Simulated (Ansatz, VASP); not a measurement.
## ZnS (Sphalerite) in two plane-wave programs

One calculation is typed for both programs; each brings its own data sets and cutoff. How far apart do they land? The cell is taken from a series of VASP runs on this material, whose earlier steps may have relaxed, scaled or displaced it; both programs get it as it stands.

Program: Ansatz 0.2.0. Level of theory: plane waves, with VASP 6.6.1 beside it; relaxation of cell and atoms at PBEsol and relaxation of cell and atoms at PBE. Results are calculated unless marked as measured.

### 1. Starting point

The structure is cubic, space group F-43m (No. 216). The conventional cell has a = 5.360 Å, b = 5.360 Å, c = 5.360 Å, α = 90.00°, β = 90.00°, γ = 90.00°. Nearest to Zn lie 4 S at 2.32 Å. Nearest to S lie 4 Zn at 2.32 Å. Farther neighbours and most contacts between anions are not listed.

### 2. Ansatz: relaxation of cell and atoms, PBEsol

Ansatz runs on its default PAW (the set named soft_2) files.

The relaxed volume is the usual yardstick between codes: its relative difference is about their pressure difference at one cell divided by the bulk modulus.

Contents of input.yaml:

```yaml
crystal:
  lattice:
    - [0.0, 2.679787915, 2.679787915]
    - [2.679787915, 0.0, 2.679787915]
    - [2.679787915, 2.679787915, 0.0]
  atoms:
    - { symbol: Zn, position: [0.0, 0.0, 0.0] }
    - { symbol: S, position: [0.75, 0.75, 0.75] }
hamiltonian:
  xc: pbesol
  pseudopotentials: { kind: paw }
kpoints:
  mp_grid: { grid: [8, 8, 8] }
scf:
  occupations: { method: gaussian, width: 0.03 }
relax:
  f_tol: 0.01
  max_steps: 60
  cell: { stress_tol: 0.05 }
output:
  forces: true
  stress: true
  write_density: true
  write_potential: true
  elf: true
  volumetric_format: npy
```

On the command line:

```bash
$ ansatz run input.yaml --threads 4 --pin off --max-ram 9216MiB --backend cpu --events-out ev --progress --plain --runs-dir out
```

Numbers of over 12 decimals in the logs are rounded to 6 here.

The log of the run:

```text
Engine: ansatz 0.2.0, aarch64-unknown-linux-gnu
Pseudopotentials: kind: paw
Pseudopotential: Zn, paw, valence charge 12, recommended cutoff 420 eV (normal), Zn.paw.azcp
Pseudopotential: S, paw, valence charge 6, recommended cutoff 420 eV (normal), S.paw.azcp
Functional definition: PBEsol
  exchange = pbesol_x
  correlation = pbesol_c
Crystal: 2 atoms, lattice volume = 38.489 Å³
Basis set: ecut = 420 eV, 749 PW (Γ), exchange–correlation on 54×54×54 points (8 copies of the dense FFT grid, shifted against one another)
Bands: 13, of which v1, the nominal top of the filled ones, is band 9 counted from 1 (8 counted from 0)
Symmetry: 24 space group operations
Space group: F-43m (ITA 216), of the structure as read, at distance tolerance 3.4e-5 Å
k-points: 29 of 512 (time reversal used)
Non-local potential: Zn, projectors of the file, l = 0: 2, l = 1: 2, l = 2: 3, l = 3: 1
Non-local potential: S, projectors of the file, l = 0: 2, l = 1: 2, l = 2: 2
PAW form: soft (Blöchl's): semilocal exchange-correlation on the pseudo side does not see the compensation charge
PAW frozen core: Zn, regenerated for the run's functional, and the local potential with it (the file was generated under x = pbe(κ = 0.804, μ = 0.219515), c = pbe(β = 0.066725))
PAW frozen core: S, regenerated for the run's functional, and the local potential with it (the file was generated under x = pbe(κ = 0.804, μ = 0.219515), c = pbe(β = 0.066725))
PAW one-centre angular grid: Zn, 590 points (default); XC on 64 Gauss nodes
PAW one-centre angular grid: S, 110 points (default); XC on 64 Gauss nodes
Initial density: superposition of atomic densities (neutral atoms: chi_scale 0, normalization atom), corrected by the library's trained network
Initial wavefunctions: pseudopotential atomic-orbital guess
Functional: x = pbesol(κ = 0.804, μ = 0.123457), c = pbesol(β = 0.046)
SCF iter   1: F=—  HF=-4167.444383 eV  |F-HF|=—  |Δ(HF+E_count)|=         —  Δρ=5.54e-3  dr2=1.38e-2  ethr=1.77e-3  ⟨swp⟩=5.4  Hψ=2216  notcnv=0
preconditioner: auto → none  [insulator: Δε(μ)=2.023 eV  Ē_g=12.217 eV  σ=0.030 eV  W_gap=1.00  n_scr=14 (ndim 8)  ℏωp=25.4 eV  f_vac=0.023  D(μ)=0.00/eV (n_scr^D=0)  ε∞_Penn≈5.3]
SCF iter   2: F=—  HF=-4167.440078 eV  |F-HF|=—  |Δ(HF+E_count)|=   4.31e-3  Δρ=8.97e-4  dr2=1.58e-4  ethr=7.64e-5  ⟨swp⟩=2.9  Hψ=979  notcnv=0
SCF iter   3: F=—  HF=-4167.440112 eV  |F-HF|=—  |Δ(HF+E_count)|=   3.42e-5  Δρ=7.62e-4  dr2=1.20e-4  ethr=8.80e-7  ⟨swp⟩=2.0  Hψ=612  notcnv=0
SCF iter   4: F=—  HF=-4167.440120 eV  |F-HF|=—  |Δ(HF+E_count)|=   8.37e-6  Δρ=2.48e-4  dr2=1.85e-5  ethr=6.68e-7  ⟨swp⟩=2.0  Hψ=608  notcnv=0
SCF iter   5: F=—  HF=-4167.440124 eV  |F-HF|=—  |Δ(HF+E_count)|=   4.14e-6  Δρ=3.01e-5  dr2=1.91e-7  ethr=1.03e-7  ⟨swp⟩=2.0  Hψ=609  notcnv=0
SCF iter   6: F=-4167.440124 eV  HF=-4167.440124 eV  |F-HF|=2.82e-9  |Δ(HF+E_count)|=   1.47e-7  Δρ=4.26e-6  dr2=3.48e-9  ethr=5.56e-10  ⟨swp⟩=8.0  Hψ=2302  notcnv=0
SCF 1 converged in 6 iterations: F = -4167.440124 eV  dr2 = 3.48e-9
  greatest PAW one-centre occupation: 0.983 electrons in one spin orbital (limit 2), on the Zn atom at site 0 (counted from 0), in its partial waves of l = 2
relax step   1: F+E_penalty+E_count = -4167.44012438 eV  Δ(F+E_penalty+E_count) = +0.000e0 eV  max|allowed force component| = 1.850e-16 eV/Å  Δτ_max = 0.0000 Å  P = -0.135 GPa  Ω = 38.489 Å³  (6 SCF iters, dr2 threshold 1.00e-7 eV, accepted)
[...]
relax step   2: F+E_penalty+E_count = -4167.44016226 eV  Δ(F+E_penalty+E_count) = -3.787e-5 eV  max|allowed force component| = 1.041e-16 eV/Å  Δτ_max = 0.0000 Å  P = -0.058 GPa  Ω = 38.451 Å³  energy of the carried Pulay correction = +1.509e-5 eV  (4 SCF iters, dr2 threshold 4.59e-8 eV, accepted)
[...]
relax step   3: F+E_penalty+E_count = -4167.44017892 eV  Δ(F+E_penalty+E_count) = -1.667e-5 eV  max|allowed force component| = 7.633e-17 eV/Å  Δτ_max = 0.0000 Å  P = +0.000 GPa  Ω = 38.422 Å³  energy of the carried Pulay correction = +2.655e-5 eV  (4 SCF iters, dr2 threshold 8.55e-9 eV, accepted)
[...]
relax step   4: F+E_penalty+E_count = -4167.44015483 eV  Δ(F+E_penalty+E_count) = +2.409e-5 eV  max|allowed force component| = 6.476e-17 eV/Å  Δτ_max = 0.0000 Å  P = -0.000 GPa  Ω = 38.422 Å³  stress off target by 6.01e-5 GPa  SCF on the basis re-selected at this cell (its energy is not comparable with the rows above)  (5 SCF iters)
basis re-selected at this cell: Δ(F+E_penalty+E_count) = +2.409e-5 eV, ΔP = -0.000 GPa vs the last step (what re-selecting the basis moved, of the pressure what is left beyond the Pulay correction that the steps carried, after the strain that the cell walked since its last selection, with what the two solves' SCF thresholds leave and, on support functions, any second-order correction that the steps lacked; it is no m [...]
SCF converged after 5 iterations
Free energy (F): -4167.440155 eV
Harris-Foulkes:  -4167.440155 eV  (|F-HF|=2.73e-12)
Internal energy: -4167.440155 eV  (E = F + TS)
E sigma→0 (E₀):  -4167.440155 eV
Fermi energy:    7.079343 eV
--- Per-component energies (eV) ---
  E_band       = 7.298907
  E_kinetic    = 238.642311
  E_local      = -2024.355944  (includes V_loc(G=0)·N_el)
  E_nonlocal   = 643.841829
  E_hartree    = 845.201011
  E_xc         = -232.134817
  E_vxc        = -140.342041  (∫ρ·V_xc dr)
  E_paw        = -2375.000198  (= ΣΔE_a)
  E_vpaw       = -400.888880  (= ΣTr[D̂ρ^β])
  E_aug_tail   = -0.000370  (compensation charges beyond the density's cutoff)
  E_ewald      = -1264.493281
  E_core_change = 0.859304  (= ΣΔE_core)
  E_smearing   = -0.000000  (= −TS)
  E_closure    = -0.000000  (closes the sum)
  Σ components = -4167.440155   (vs F -4167.440155, Δ=0.00e0)
--- Forces (eV/Å), atoms counted from 1 ---
  atom   1  Zn    -0.00000000     0.00000000     0.00000000
  atom   2  S      0.00000000    -0.00000000    -0.00000000
  max |Σ_I F_I| component: 2.78e-17 eV/Å
--- Stress (GPa, compression-positive) ---
       -0.000060      -0.000000      -0.000000
       -0.000000      -0.000060      -0.000000
       -0.000000       0.000000      -0.000060
  P = ⅓ Tr σ = -0.0001 GPa (-0.001 kbar)
--- Band table (eV; the first three rows and the last of 29) ---
  k-point 0: bands = [... 5 lower, 0.0833, 6.0364, 6.0364, 6.0364, 8.1218, 12.2883, 12.2883, 12.2883]
  k-point 1: bands = [... 5 lower, 0.0814, 4.8767, 5.8794, 5.8794, 8.9582, 12.2042, 12.5517, 12.5517]
  k-point 2: bands = [... 5 lower, 0.0846, 3.0989, 5.5394, 5.5394, 9.4674, 12.8923, 12.9287, 12.9287]
  k-point 28: bands = [... 5 lower, 0.5148, 1.2709, 3.1039, 3.1755, 11.5786, 12.1276, 13.8167, 14.0585]
--- Relaxed structure (3 steps of the walk, 3 accepted, 1 SCFs on fresh bases) ---
  F+E_penalty+E_count = -4167.44015483 eV   max|allowed force component| = 6.476e-17 eV/Å   (the final SCF, on the basis selected at the relaxed cell)
  cell:  # Å, volume = 38.4224 Å³
    - [0, 2.678251, 2.678251]
    - [2.678251, 0, 2.678251]
    - [2.678251, 2.678251, 0]
  atoms:
    - { symbol: Zn, position: [0, 0, 0] }
    - { symbol: S, position: [0.75, 0.75, 0.75] }
```

Elapsed: 2.5 s, on 4 threads of Arm Neoverse V1, shared host; peak memory 0.34 GiB; 7.8 s of CPU time.

### 3. VASP: relaxation of cell and atoms, PBEsol

The same cell, functional, mesh and smearing now go to VASP, with its own data sets and cutoff.

Lines of VASP's logs that name or quote its potential files are left out, and so is its time.

Contents of INCAR:

```
SYSTEM = ZnS
PREC = Accurate
ENCUT = 450
EDIFF = 1E-06
NELM = 100
ISMEAR = 0
SIGMA = 0.03
LREAL = .FALSE.
ALGO = Normal
GGA = PS
NBANDS = 15
LORBIT = 11
LWAVE = .FALSE.
LCHARG = .FALSE.
KPAR = 4
IBRION = 2
NSW = 50
ISIF = 3
EDIFFG = -0.006
```

Contents of POSCAR:

```
ZnS
1.0
    0.0000000000      2.6797879150      2.6797879150
    2.6797879150      0.0000000000      2.6797879150
    2.6797879150      2.6797879150      0.0000000000
Zn S
1 1
Direct
    0.0000000000      0.0000000000      0.0000000000
    0.7500000000      0.7500000000      0.7500000000
```

Contents of KPOINTS:

```
Automatic mesh
0
Gamma
8 8 8
0 0 0
```

The projector-augmented-wave data sets are Zn and S (PBE family, release 64).

On the command line:

```bash
$ mpirun -np 4 vasp_std
```

The log of the run:

```text
[banner, memory and clock lines left out]
running    4 mpi-ranks, on    1 nodes
 distrk:  each k-point on    1 cores,    4 groups
 distr:  one band on    1 cores,    1 groups

 POSCAR found type information on POSCAR ZnS
 POSCAR found :  2 types and       2 ions
|                                                                             |
|               ----> ADVICE to this user running VASP <----                  |
|                                                                             |
|     You enforced a specific xc type in the INCAR file but a different       |
|     [... a line on the potential file left out ...]
|     I HOPE YOU KNOW WHAT YOU ARE DOING!                                     |
|                                                                             |

 LDA part: xc-table for (Slater+PW92), standard interpolation
 POSCAR, INCAR and KPOINTS ok, starting setup
 FFT: planning ... GRIDC
 FFT: planning ... GRID_SOFT
 FFT: planning ... GRID
 WAVECAR not read
 entering main loop
       N       E                     dE             d eps       ncg     rms          rms(c)
DAV:   1     0.834595048394E+02    0.83460E+02   -0.84679E+03   870   0.133E+03
DAV:   2    -0.269508066501E+01   -0.86155E+02   -0.80721E+02   975   0.249E+02
DAV:   3    -0.794033982815E+01   -0.52453E+01   -0.52248E+01  1073   0.630E+01
DAV:   4    -0.799518292565E+01   -0.54843E-01   -0.54831E-01  1059   0.686E+00
DAV:   5    -0.799587006184E+01   -0.68714E-03   -0.68713E-03  1052   0.729E-01    0.699E+00
DAV:   6    -0.760945244341E+01    0.38642E+00   -0.84824E-01  1244   0.349E+01    0.544E+00
DAV:   7    -0.759002268390E+01    0.19430E-01   -0.25725E-01   982   0.527E+00    0.263E+00
DAV:   8    -0.758677517887E+01    0.32475E-02   -0.53144E-03  1186   0.965E-01    0.636E-01
DAV:   9    -0.758657968057E+01    0.19550E-03   -0.10153E-03  1024   0.285E-01    0.935E-02
DAV:  10    -0.758666306141E+01   -0.83381E-04   -0.16125E-04  1088   0.992E-02    0.275E-02
DAV:  11    -0.758665486047E+01    0.82009E-05   -0.27813E-05  1024   0.438E-02    0.607E-03
DAV:  12    -0.758665511544E+01   -0.25497E-06   -0.31808E-06  1038   0.176E-02
   1 F= -.75866551E+01 E0= -.75866551E+01  d E =-.758666E+01
 curvature:   0.00 expect dE= 0.000E+00 dE for cont linesearch  0.000E+00
 trial: gam= 0.00000 g(F)=  0.437E-45 g(S)=  0.178E-05 ort = 0.000E+00 (trialstep = 0.100E+01)
 search vector abs. value=  0.178E-05
 reached required accuracy - stopping structural energy minimisation
```

From OUTCAR (step 3):

```text
ion  position               nearest neighbor table
   1  0.000  0.000  0.000-   2 2.32   2 2.32   2 2.32   2 2.32
   2  0.750  0.750  0.750-   1 2.32   1 2.32   1 2.32   1 2.32

  LATTYP: Found a face centered cubic cell.
 ALAT       =     5.3595758300

 Subroutine GETGRP returns: Found 24 space group operations
 (whereof 24 operations were pure point group operations)

The static configuration has the point symmetry T_d .

 Found     29 irreducible k-points:

   k-points           NKPTS =     29   k-points in BZ     NKDIM =     29   number of bands    NBANDS=     15

   dimension x,y,z NGX =    28 NGY =   28 NGZ =   28
   dimension x,y,z NGXF=    56 NGYF=   56 NGZF=   56

   ENCUT  =  450.0 eV  33.07 Ry    5.75 a.u.   6.56  6.56  6.56*2*pi/ulx,y,z

   NELECT =      18.0000    total number of electrons

 k-points in reciprocal lattice and weights: Automatic mesh
   0.00000000  0.00000000  0.00000000       0.002
   0.12500000  0.00000000  0.00000000       0.016
   0.25000000  0.00000000  0.00000000       0.016
   0.37500000  0.00000000  0.00000000       0.016
   0.50000000  0.00000000  0.00000000       0.008
   0.12500000  0.12500000  0.00000000       0.012
   0.25000000  0.12500000  0.00000000       0.047
   0.37500000  0.12500000  0.00000000       0.047
   0.50000000  0.12500000  0.00000000       0.047
[...]
-0.37500000  0.50000000  0.12500000       0.023
  -0.25000000  0.50000000  0.25000000       0.012

 average (electrostatic) potential at core
       1 -35.9125       2 -88.5132

 E-fermi :   2.4112

 k-point     1 :       0.0000    0.0000    0.0000
  band No.  band energies     occupation
    ...
      5      -3.6994      2.00000
      6      -3.6994      2.00000
      7       2.2485      2.00000
      8       2.2485      2.00000
      9       2.2485      2.00000
     10       4.3323      0.00000
     11       8.5367      0.00000
     12       8.5367      0.00000
     13       8.5367      0.00000
     14      14.0126      0.00000
    ...

 k-point     2 :       0.1250    0.0000    0.0000
  band No.  band energies     occupation
    ...
      5      -3.7012      2.00000
      6      -3.7012      2.00000
      7       1.0883      2.00000
      8       2.0918      2.00000
      9       2.0918      2.00000
     10       5.1700      0.00000
     11       8.4488      0.00000
     12       8.8014      0.00000
     13       8.8014      0.00000
     14      13.3736      0.00000
    ...

 k-point     3 :       0.2500    0.0000    0.0000
  band No.  band energies     occupation
    ...
      5      -3.6979      2.00000
      6      -3.6979      2.00000
      7      -0.6880      2.00000
      8       1.7526      2.00000
      9       1.7526      2.00000
     10       5.6819      0.00000
     11       9.1306      0.00000
     12       9.1799      0.00000
     13       9.1799      0.00000
     14      13.1633      0.00000
    ...

  Total       -0.0049629     -0.0049629     -0.0049629     -0.0000000      0.0000000      0.0000000
  in kB       -0.2065924     -0.2065924     -0.2065924     -0.0000000      0.0000000      0.0000000
  external PRESSURE =      -0.2065924 kB  Pullay stress =       0.0000000 kB

  energy-cutoff  :      450.00
  volume of cell :       38.49
      direct lattice vectors                 reciprocal lattice vectors
     0.000000000  2.679787915  2.679787915    -0.186581930  0.186581930  0.186581930
     2.679787915  0.000000000  2.679787915     0.186581930 -0.186581930  0.186581930
     2.679787915  2.679787915  0.000000000     0.186581930  0.186581930 -0.186581930

 POSITION                                       TOTAL-FORCE (eV/Angst)
 -----------------------------------------------------------------------------------
      0.00000      0.00000      0.00000        -0.000000     -0.000000     -0.000000
      4.01968      4.01968      4.01968         0.000000      0.000000      0.000000
 -----------------------------------------------------------------------------------
    total drift:                               -0.000002     -0.000002     -0.000002

  FREE ENERGIE OF THE ION-ELECTRON SYSTEM (eV)
  ---------------------------------------------------
  free  energy   TOTEN  =        -7.5866551154 eV

  energy  without entropy=       -7.5866551154  energy(sigma->0) =       -7.58665512

 reached required accuracy - stopping structural energy minimisation

 total charge
# of ion       s       p       d       tot
------------------------------------------
    1        0.532   0.504   9.801  10.837
    2        1.309   2.422   0.000   3.730
--------------------------------------------------
tot          1.841   2.925   9.801  14.567

[... 3 further parts left out ...]
```

CONTCAR:

```
ZnS
   1.00000000000000
     0.0000000000000000    2.6797879149999999    2.6797879149999999
     2.6797879149999999    0.0000000000000000    2.6797879149999999
     2.6797879149999999    2.6797879149999999    0.0000000000000000
  Zn              S
     1     1
Direct
     0.0000000000000000    0.0000000000000000    0.0000000000000000
     0.7500000000000000    0.7500000000000000    0.7500000000000000
```

### 4. Comparison

Known differences besides the potentials themselves: both relaxations stop at a tolerance, which leaves soft axes loose, and VASP keeps its plane-wave basis; the cutoff is 420 eV in Ansatz and 450 eV in VASP; Ansatz makes its cores anew for this functional, VASP keeps those of its PBE data sets; VASP leaves aspherical gradient terms in its spheres out (LASPH is not set), Ansatz keeps them; Ansatz adds a Pulay correction to the stress that steers its cell, VASP none. Total energies have different zeros and are not compared.

Both answers:

```tsv
quantity	Ansatz	VASP	difference
volume (Å³)	38.42	38.49	-0.17 %
edge a after relaxation, in the typed setting (Å)	3.788	3.790	-0.06 %
```

The walks stopped with 0.00 GPa left in Ansatz and -0.02 GPa in VASP; each walk ends within a tolerance, so the volume difference is uncertain by about these residues over the bulk modulus, most in soft cells.

(Continued in part 2 of 2.)

[Lines on the potential files, build, host, timing and source positions are cut from VASP's logs without a mark.]

[Logs are printed without paths, hosts, clocks, repeated set-up lines and the standing remarks that a program may print on its own settings, such as how far it seeks lower states.]

[Hosts, paths, dates, database ids (printed as entryN), source tags and the programs' standing remarks are cut or masked in the printed files.]
